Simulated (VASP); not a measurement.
# BN (P6_3/mmc) in VASP: a series of runs

One crystal, BN, is run at these levels: LDA; tasks: relaxation of shape and atoms at fixed volume.

Program: VASP 6.6.1. These are calculated values, not measurements. Logs are shortened: lines on timing, memory, paths and dates and some standing lists are left out, and cuts for length are marked.

## Step 1: The undisturbed crystal

It takes space group P6_3/mmc (No. 194, hexagonal). Conventional cell: a = 2.498 Å, b = 2.498 Å, c = 6.636 Å, α = 90.00°, β = 90.00°, γ = 120.00°. Around B (site symmetry -6m2) lie 3 N at 1.44 Å. N (site symmetry -6m2) has 3 B at 1.44 Å as nearest neighbours.

## Step 2: Relaxation of shape and atoms at fixed volume, LDA (a relaxed cell with its volume scaled by 1.06)

Contents of INCAR:

```
SYSTEM = BN
PREC = Accurate
ENCUT = 520
EDIFF = 1E-7
ISMEAR = 0
SIGMA = 0.02
LREAL = .False.
LASPH = .True.
NELM = 80
ALGO = Normal
ISIF = 4
LWAVE = .False.
LCHARG = .False.
IBRION = 2
NSW = 80
EDIFFG = -0.002
```

Contents of KPOINTS:

```
Automatic mesh
0
Gamma
  15 15 6
  0 0 0
```

Contents of POSCAR:

```
BN                                      
1.0
    2.5395280472      0.0000000000      0.0000000000
   -1.2697640237      2.1992957977      0.0000000000
    0.0000000000      0.0000000000      6.5877222174
  B               N             
     2     2
Direct
     0.3333333300000021    0.6666666699999979    0.2500000000000000
     0.6666666699999979    0.3333333300000021    0.7500000000000000
     0.3333333300000021    0.6666666699999979    0.7500000000000000
     0.6666666699999979    0.3333333300000021    0.2500000000000000
```

Potentials or basis: VASP PAW LDA potentials, release 64 (B, N).

On the command line:

```bash
$ cat potpaw_LDA.64/B/POTCAR potpaw_LDA.64/N/POTCAR > POTCAR
$ mpirun -np 1 vasp_std > vasp.out
```

OUTCAR:

```text
SYSTEM = BN
   PREC = Accurate
   ENCUT = 520
   EDIFF = 1E-7
   ISMEAR = 0
   LREAL = .False.
   LASPH = .True.
   NELM = 80
   ISIF = 4
   IBRION = 2
   NSW = 80
   EDIFFG = -0.002

 ion  position               nearest neighbor table
   1  0.333  0.667  0.250-   4 1.47   4 1.47   4 1.47
   2  0.667  0.333  0.750-   3 1.47   3 1.47   3 1.47
   3  0.333  0.667  0.750-   2 1.47   2 1.47   2 1.47
   4  0.667  0.333  0.250-   1 1.47   1 1.47   1 1.47

  LATTYP: Found a hexagonal cell.
 ALAT       =     2.5395280472
 C/A-ratio  =     2.5940734243

  Lattice vectors:

 A1 = (   2.5395280472,   0.0000000000,   0.0000000000)
 A2 = (  -1.2697640237,   2.1992957977,   0.0000000000)
 A3 = (   0.0000000000,   0.0000000000,   6.5877222174)

Analysis of symmetry for initial positions (statically):
=====================================================================
 Subroutine PRICEL returns:
 Original cell was already a primitive cell.

 Routine SETGRP: Setting up the symmetry group for a
 hexagonal supercell.

 Subroutine GETGRP returns: Found 24 space group operations
 (whereof 12 operations were pure point group operations)
 out of a pool of 24 trial point group operations.

The static configuration has the point symmetry D_3d.
 The point group associated with its full space group is D_6h.

Analysis of symmetry for dynamics (positions and initial velocities):
=====================================================================
 Subroutine PRICEL returns:
 Original cell was already a primitive cell.

 Routine SETGRP: Setting up the symmetry group for a
 hexagonal supercell.

 Subroutine GETGRP returns: Found 24 space group operations
 (whereof 12 operations were pure point group operations)
 out of a pool of 24 trial point group operations.

The dynamic configuration has the point symmetry D_3d.
 The point group associated with its full space group is D_6h.

 Subroutine INISYM returns: Found 24 space group operations
 (whereof 12 operations are pure point group operations),
 and found     1 'primitive' translations

----------------------------------------------------------------------------------------

                                     Primitive cell

  volume of cell :      36.7936

  direct lattice vectors                    reciprocal lattice vectors
     2.539528047  0.000000000  0.000000000     0.393773954  0.227345499  0.000000000
    -1.269764024  2.199295798  0.000000000     0.000000000  0.454690997  0.000000000
     0.000000000  0.000000000  6.587722217     0.000000000  0.000000000  0.151797536

[... 106 lines left out ...]
     AMIX     =   0.40;   BMIX     =  1.00
     AMIX_MAG =   1.60;   BMIX_MAG =  1.00
  volume/ion in A,a.u.               =       9.20        62.07
  Fermi-wavevector in a.u.,A,eV,Ry     =   1.240293  2.343813 20.930195  1.538326
  Thomas-Fermi vector in A             =   2.374740
   LORBIT       =      0    0 simple, 1 ext, 2 COOP (PROOUT), +10 PAW based schemes
   GGA     = CA    functional components
   LHFCALC =     F    Hartree Fock is set to
   AEXX    =    0.0000 exact exchange contribution
   IVDW    =     0    specifies the selected vdW correction
   LEPSILON=     F    determine dielectric tensor
   LRPA    =     F    only Hartree local field effects (RPA)
 conjugate gradient relaxation of ions
 non-spin polarized calculation
 Gauss-broadening in eV      SIGMA  =   0.02
  energy-cutoff  :      520.00
  volume of cell :       36.79
 maximum number of plane-waves:      1008
 NGX is ok and might be reduce to    20
   NGX =  9   NGY =  9   NGZ = 25

--------------------------------------- Ionic step        1  -------------------------------------------

 number of electron      16.0000003 magnetization

 Free energy of the ion-electron system (eV)
  ---------------------------------------------------
  ext. energy  EPLUGINS =         0.00000000
  ---------------------------------------------------
  free energy    TOTEN  =       -38.49045521 eV

  energy without entropy =      -38.49045521  energy(sigma->0) =      -38.49045521

------------------------ aborting loop because EDIFF is reached ----------------------------------------

  FORCE on cell =-STRESS in cart. coord.  units (eV):
  Direction    XX          YY          ZZ          XY          YZ          ZX
  --------------------------------------------------------------------------------------
  -------------------------------------------------------------------------------------
  Total       -4.5960176     -4.5960175     -0.1409439      0.0000000     -0.0000000      0.0000000
  in kB     -200.1337466   -200.1337457     -6.1374065      0.0000000     -0.0000000      0.0000000
  external PRESSURE =    -135.4682996 kB  Pullay stress =       0.0000000 kB
[... 63 lines left out ...]
--------------------------------------- Ionic step        3  -------------------------------------------

 number of electron      16.0000001 magnetization

 Free energy of the ion-electron system (eV)
  ---------------------------------------------------
  ext. energy  EPLUGINS =         0.00000000
  ---------------------------------------------------
  free energy    TOTEN  =       -38.57319847 eV

  energy without entropy =      -38.57319847  energy(sigma->0) =      -38.57319847

 E-fermi :   2.1371     XC(G=0): -10.3669

 val. band max:        1.9742884861   @ k =   0.3333   0.2667   0.0000
 cond. band min:       6.1543138248   @ k =   0.4667   0.0667   0.0000
 fundamental gap:      4.1800253388
 Fermi energy:         2.1371496703

 k-point     1 :       0.0000    0.0000    0.0000
  band No.  band energies     occupation
      1     -15.6687      2.00000
      2     -15.4166      2.00000
      3      -4.3039      2.00000
      4      -2.3814      2.00000
      5       0.6396      2.00000
      6       0.6396      2.00000
      7       0.6671      2.00000
      8       0.6671      2.00000
      9       6.7126      0.00000
     10      11.6679      0.00000
     11      13.5140      0.00000
     12      13.5140      0.00000
[... 331 lines left out ...]
 k-point    24 :       0.4000    0.2000    0.0000
  band No.  band energies     occupation
      1     -12.0661      2.00000
      2     -12.0215      2.00000
      3      -6.5310      2.00000
      4      -6.4591      2.00000
      5      -3.9690      2.00000
      6      -3.9128      2.00000
      7       1.1793      2.00000
      8       1.8453      2.00000
      9       6.4316      0.00000
     10       7.1597      0.00000
     11      13.5770      0.00000
     12      13.7321      0.00000

 [... further k-points ...]
[... 5 lines left out ...]
  --------------------------------------------------------------------------------------
  -------------------------------------------------------------------------------------
  Total       -0.2972466     -0.2972466     -0.3019589      0.0000000     -0.0000000     -0.0000000
  in kB      -12.9436139    -12.9436138    -13.1488113      0.0000000     -0.0000000     -0.0000000
  external PRESSURE =     -13.0120130 kB  Pullay stress =       0.0000000 kB
[... 19 lines left out ...]
  FREE ENERGIE OF THE ION-ELECTRON SYSTEM (eV)
  ---------------------------------------------------
  free  energy   TOTEN  =       -38.5731984688 eV

  energy  without entropy=      -38.5731984688  energy(sigma->0) =      -38.57319847

 reached required accuracy - stopping structural energy minimisation
```

OSZICAR:

```text
N       E                     dE             d eps       ncg     rms          rms(c)
DAV:   1     0.565021639995E+02    0.56502E+02   -0.83115E+03  2600   0.123E+03
[... 26 lines left out ...]
DAV:   1    -0.385734813830E+02   -0.36661E-03   -0.12227E-02  2600   0.995E-01    0.701E-02
DAV:   2    -0.385732833949E+02    0.19799E-03   -0.22075E-04  3180   0.124E-01    0.390E-02
DAV:   3    -0.385732001803E+02    0.83215E-04   -0.16483E-04  3176   0.962E-02    0.899E-03
DAV:   4    -0.385731986587E+02    0.15216E-05   -0.72296E-06  3152   0.232E-02    0.259E-03
DAV:   5    -0.385731985918E+02    0.66907E-07   -0.19396E-06  3228   0.112E-02    0.244E-03
DAV:   6    -0.385731984677E+02    0.12413E-06   -0.45065E-07  3040   0.560E-03    0.253E-04
DAV:   7    -0.385731984688E+02   -0.10780E-08   -0.16216E-08  1564   0.113E-03
   3 F= -.38573198E+02 E0= -.38573198E+02  d E =-.827433E-01
```

It took 92 s on 1 thread of AMD EPYC 7R13 (Zen 3), shared host; peak memory 0.13 GiB.

Results:

```
Free energy               : -38.5732 eV
Energy gained by relaxing : 20.7 meV/atom
Ionic steps               : 3
Pressure after relaxing   : -1.3 GPa
Band gap on the k mesh    : 4.18 eV, indirect (least direct gap 4.54 eV)
```

Step by step:
```csv
step,energy change (eV),largest force (eV/Å),pressure (GPa),volume (Å³)
1,0.0000,0.0000,-13.55,36.79
2,-0.0827,0.0000,-1.72,36.79
3,-0.0827,0.0000,-1.30,36.79
```

Final structure:
```yaml
crystal:
  lattice:
    - [2.49335, 0.00000, 0.00000]
    - [-1.24668, 2.15931, 0.00000]
    - [0.00000, 0.00000, 6.83399]
  atoms:
    - { symbol: B, position: [0.33333, 0.66667, 0.25000] }
    - { symbol: B, position: [0.66667, 0.33333, 0.75000] }
    - { symbol: N, position: [0.33333, 0.66667, 0.75000] }
    - { symbol: N, position: [0.66667, 0.33333, 0.25000] }
```

Caveat: an odd mesh through Γ misses points on the zone boundary, where band edges often lie.

## Step 3: Relaxation of shape and atoms at fixed volume, LDA (a relaxed cell with its volume scaled by 0.91)

INCAR is that of step 2.

KPOINTS is that of step 2.

POSCAR: that of step 2 with these lines changed.

```diff
@@ -2,5 +2,5 @@
 1.0
-    2.5395280472      0.0000000000      0.0000000000
-   -1.2697640237      2.1992957977      0.0000000000
-    0.0000000000      0.0000000000      6.5877222174
+    2.4135975483      0.0000000000      0.0000000000
+   -1.2067987742      2.0902367867      0.0000000000
+    0.0000000000      0.0000000000      6.2610492567
   B               N
```

Potentials or basis: VASP PAW LDA potentials, release 64 (B, N).

On the command line:

```bash
$ cat potpaw_LDA.64/B/POTCAR potpaw_LDA.64/N/POTCAR > POTCAR
$ mpirun -np 1 vasp_std > vasp.out
```

It took 2.5 min on 1 thread of AMD EPYC 7R13 (Zen 3), shared host; peak memory 0.12 GiB.

Results (log left out):

- Free energy: -38.5410 eV
- Energy gained by relaxing: 55.9 meV/atom
- Ionic steps: 18
- Pressure after relaxing: 4.4 GPa
- Band gap on the k mesh: 3.98 eV, indirect (least direct gap 4.23 eV)

The path:
| step | energy change (eV) | largest force (eV/Å) | pressure (GPa) | volume (Å³) |
| --- | --- | --- | --- | --- |
| 1 | 0.0000 | 0.0000 | 28.66 | 31.59 |
| 2 | -0.2175 | 0.0000 | 0.66 | 31.59 |
| 3 | -0.2238 | 0.0000 | 4.37 | 31.59 |
| 4 | -0.2237 | 0.0000 | 4.83 | 31.59 |
| 5 | -0.2237 | 0.0000 | 4.82 | 31.59 |
| 6 | -0.2237 | 0.0000 | 4.80 | 31.59 |
| 7 | -0.2237 | 0.0000 | 4.80 | 31.59 |
| 8 | -0.2237 | 0.0000 | 4.80 | 31.59 |
| 9 | -0.2237 | 0.0000 | 4.80 | 31.59 |
| 10 | -0.2237 | 0.0000 | 4.80 | 31.59 |
| 11 | -0.2237 | 0.0000 | 4.79 | 31.59 |
| 12 | -0.2237 | 0.0000 | 4.78 | 31.59 |
| 13 | -0.2238 | 0.0000 | 4.76 | 31.59 |
| 14 | -0.2238 | 0.0000 | 4.73 | 31.59 |
| 15 | -0.2238 | 0.0000 | 4.65 | 31.59 |
| 16 | -0.2238 | 0.0000 | 4.50 | 31.59 |
| 17 | -0.2238 | 0.0000 | 4.23 | 31.59 |
| 18 | -0.2238 | 0.0000 | 4.43 | 31.59 |

Final structure:
```cif
data_structure
_symmetry_space_group_name_H-M 'P 1'
_symmetry_Int_Tables_number 1
_cell_length_a 2.4826
_cell_length_b 2.4826
_cell_length_c 5.9177
_cell_angle_alpha 90.000
_cell_angle_beta 90.000
_cell_angle_gamma 120.000
_cell_volume 31.59
loop_
_atom_site_label
_atom_site_type_symbol
_atom_site_fract_x
_atom_site_fract_y
_atom_site_fract_z
_atom_site_occupancy
B1 B 0.33333 0.66667 0.25000 1
B2 B 0.66667 0.33333 0.75000 1
N1 N 0.33333 0.66667 0.75000 1
N2 N 0.66667 0.33333 0.25000 1
```

Levels at points of the mesh, in eV from the valence-band top:
```csv
k point,band 5,band 6,band 7,band 8,band 9,band 10,band 11,band 12
"(0.00, 0.00, 0.00)",-1.41,-1.41,-1.30,-1.30,5.88,11.47,11.47,11.48
"(0.00, 0.00, 0.50)",-1.36,-1.36,-1.36,-1.36,8.96,8.96,11.62,11.62
```

Caveat: an odd mesh through Γ misses points on the zone boundary, where band edges often lie.

## Step 4: Relaxation of shape and atoms at fixed volume, LDA (a relaxed cell with its volume scaled by 1.09)

INCAR is that of step 3.

KPOINTS is that of step 3.

POSCAR: that of step 3 with these lines changed.

```diff
@@ -2,5 +2,5 @@
 1.0
-    2.4135975483      0.0000000000      0.0000000000
-   -1.2067987742      2.0902367867      0.0000000000
-    0.0000000000      0.0000000000      6.2610492567
+    2.5632633299      0.0000000000      0.0000000000
+   -1.2816316650      2.2198511554      0.0000000000
+    0.0000000000      0.0000000000      6.6492932835
   B               N
```

On the command line:

```bash
$ cat potpaw_LDA.64/B/POTCAR potpaw_LDA.64/N/POTCAR > POTCAR
$ mpirun -np 1 vasp_std > vasp.out
```

Run time: 3.1 min. Hardware: 1 thread of AMD EPYC 7R13 (Zen 3), shared host; peak memory 0.13 GiB.

Results (log left out):

| Property | Result |
| --- | --- |
| Free energy | -38.5649 eV |
| Energy gained by relaxing | 45.0 meV/atom |
| Ionic steps | 16 |
| Pressure after relaxing | -1.7 GPa |
| Band gap on the k mesh | 4.22 eV, indirect (least direct gap 4.54 eV) |

Step by step:
```csv
step,energy change (eV),largest force (eV/Å),pressure (GPa),volume (Å³)
1,0.0000,0.0000,-19.06,37.83
2,-0.1791,0.0000,-2.83,37.83
3,-0.1798,0.0000,-1.65,37.83
4,-0.1798,0.0000,-2.02,37.83
5,-0.1798,0.0000,-2.01,37.83
6,-0.1798,0.0000,-1.99,37.83
7,-0.1798,0.0000,-1.99,37.83
8,-0.1798,0.0000,-1.99,37.83
9,-0.1798,0.0000,-1.99,37.83
10,-0.1798,0.0000,-1.99,37.83
11,-0.1798,0.0000,-1.98,37.83
12,-0.1798,0.0000,-1.98,37.83
13,-0.1798,0.0000,-1.95,37.83
14,-0.1798,0.0000,-1.91,37.83
15,-0.1798,0.0000,-1.83,37.83
16,-0.1798,0.0000,-1.69,37.83
```

Final structure:
```xyz
4
Lattice="2.4942 0.0000 0.0000 -1.2471 2.1600 0.0000 0.0000 0.0000 7.0227" Properties=species:S:1:pos:R:3 pbc="T T T"
B     0.0000    1.4400    1.7557
B     1.2471    0.7200    5.2670
N     0.0000    1.4400    5.2670
N     1.2471    0.7200    1.7557
```

Levels at points of the mesh, in eV from the valence-band top:
```
           k point  band 5  band 6  band 7  band 8  band 9  band 10  band 11  band 12
(0.00, 0.00, 0.00)   -1.33   -1.33   -1.31   -1.31    4.59     9.34    11.54    11.54
(0.00, 0.00, 0.50)   -1.32   -1.32   -1.32   -1.32    6.71     6.71    11.58    11.58
```

Caveat: an odd mesh through Γ misses points on the zone boundary, where band edges often lie.

## Step 5: Summary

| cell | gap on the mesh (eV) | pressure (GPa) |
| --- | --- | --- |
| relaxed at fixed volume from: a relaxed cell with its volume scaled by 1.06 | 4.18 | -1.3 |
| relaxed at fixed volume from: a relaxed cell with its volume scaled by 0.91 | 3.98 | 4.4 |
| relaxed at fixed volume from: a relaxed cell with its volume scaled by 1.09 | 4.22 | -1.7 |

Alike in all rows: task relaxation of shape and atoms at fixed volume; level LDA; potentials or basis VASP PAW LDA potentials, release 64 (B, N); no spin polarisation; k mesh 15 × 15 × 6; cutoff (eV) 520; smearing gaussian 0.02 eV.

Caveats: an odd mesh through Γ misses points on the zone boundary, where band edges often lie.

Total energies depend on the potentials used, so only differences within one code and one set of settings carry meaning.
